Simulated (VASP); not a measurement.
# Zn: relaxation of the atoms with PBEsol

Zn, a slab with vacuum:

```
Zn
1.0
     2.66480    0.00000    0.00000
    -1.33240    2.30778    0.00000
     0.00000    0.00000   29.84010
Zn
7
Direct
  0.66667 0.33333 0.25134
  0.33333 0.66667 0.33423
  0.66667 0.33333 0.41711
  0.33333 0.66667 0.50000
  0.66667 0.33333 0.58289
  0.33333 0.66667 0.66577
  0.66667 0.33333 0.74866
```

The slab is cut from a database's or a generator's crystal, which needn't be the stable form of the element.

```
Program                   : VASP 6.6.1
Task                      : relaxation of the atoms
Functional                : PBEsol
Potentials or basis       : VASP PAW PBE potentials, release 64 (Zn)
Cutoff                    : 520 eV
k mesh                    : 8 × 8 × 1
Occupations               : fermi-dirac, width 0.05 eV
Spin                      : no spin polarisation
Dipole correction         : yes
Atoms held fixed (from 0) : [0, 1, 2]
Further INCAR settings    : ALGO = Fast; EDIFF = 1e-07; IBRION = 2; EDIFFG = -0.02; NSW = 60
```

The energy gained by relaxing is 20.0 meV/atom and the ionic steps are 35. The band gap on the k mesh is none (metal or under the smearing width).

The path:
```
step  energy change (eV)  largest force (eV/Å)  pressure (GPa)
   1              0.0000                0.2062           -3.46
   2             -0.0024                0.2066           -3.46
   3             -0.0081                0.2080           -3.44
   4             -0.0134                0.2107           -3.38
   5             -0.0172                0.2086           -3.34
   6             -0.0271                0.2005           -3.22
   7             -0.0381                0.1903           -2.94
   8             -0.0392                0.2270           -2.78
   9             -0.0439                0.2229           -2.72
  10             -0.0580                0.2178           -2.53
  11             -0.0805                0.2460           -2.10
  12             -0.0626                0.5291           -0.93
  13             -0.0854                0.2886           -1.81
  14             -0.0947                0.2639           -1.73
  15             -0.1140                0.2920           -1.45
  16             -0.0928                0.7100           -0.61
  17             -0.1176                0.3035           -1.29
  18             -0.1302                0.3623           -1.30
  19             -0.1359                0.4494           -1.28
  20             -0.1359                0.4546           -1.28
  21             -0.1372                0.4458           -1.31
  22             -0.1373                0.4465           -1.31
  23             -0.1378                0.4561           -1.34
  24             -0.1381                0.4673           -1.37
  25             -0.1381                0.4913           -1.42
  26             -0.1382                0.4779           -1.39
  27             -0.1385                0.4636           -1.41
  28             -0.1387                0.4515           -1.44
  29             -0.1388                0.4273           -1.48
  30             -0.1388                0.4401           -1.46
  31             -0.1390                0.4366           -1.47
  32             -0.1394                0.4270           -1.51
  33             -0.1397                0.4075           -1.58
  34             -0.1397                0.4116           -1.56
  35             -0.1398                0.4108           -1.57
```

Final structure:
```
Zn
1.0
     2.66480    0.00000    0.00000
    -1.33240    2.30778    0.00000
     0.00000    0.00000   29.84010
Zn
7
Direct
  0.66667 0.33333 0.25134
  0.33333 0.66667 0.33423
  0.66667 0.33333 0.41711
  0.33333 0.66667 0.49080
  0.66667 0.33333 0.56451
  0.33333 0.66667 0.63864
  0.66667 0.33333 0.71943
```

Levels at points of the mesh, in eV from the Fermi level:
```
           k point  band 39  band 40  band 41  band 42  band 43  band 44  band 45  band 46
(0.00, 0.00, 0.00)    -6.77    -6.55    -5.40    -3.54    -2.53     0.06     1.81     3.50
(0.50, 0.00, 0.00)    -2.09    -1.86    -1.46    -1.35     0.45     0.85     0.99     1.72
```

Wall time 49 min on 1 thread of Intel(R) Xeon(R) Platinum 8259CL CPU @ 2.50GHz (Skylake/Cascade Lake) (shared host), peak memory 0.34 GiB.

Caveat: the PAW data sets were made with another functional, which shifts forces and pressure a little.
